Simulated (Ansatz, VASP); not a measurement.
One calculation of GaN, two programs

```
Ga N
1.0
     0.00000    2.25350    2.25350
     2.25350    0.00000    2.25350
     2.25350    2.25350    0.00000
Ga N
1 1
Direct
  0.00000 0.00000 0.00000
  0.25000 0.25000 0.25000
```

The cell is a database's computed one.

Alike in both runs: task single point; functional PBE; k mesh 10 × 10 × 10; occupations gaussian, width 0.023 eV; no spin polarisation.

|  | VASP | Ansatz |
| --- | --- | --- |
| version | VASP 6.6.1 | Ansatz 0.2.0 |
| potentials or method | VASP PAW PBE potentials, release 64 (Ga_d, N) | Ansatz PAW |
| plane-wave cutoff (eV) | 520 | 420 |
| valence electrons in the cell | 18 | 18 |

|  | VASP | Ansatz | Ansatz less VASP |
| --- | --- | --- | --- |
| gap on the k mesh at the Fermi level (eV) | 1.72 | 1.72 | -0.008 |
| least direct gap on the mesh (eV) | 1.72 | 1.72 | -0.008 |
| pressure (GPa) | 5.0 | 5.0 | +0.06 |

Caveats: the pressure holds a Pulay correction of +0.5 GPa for the finite cutoff (Ansatz). Expect the measured gap to be larger: semilocal functionals such as PBE lack the derivative discontinuity.
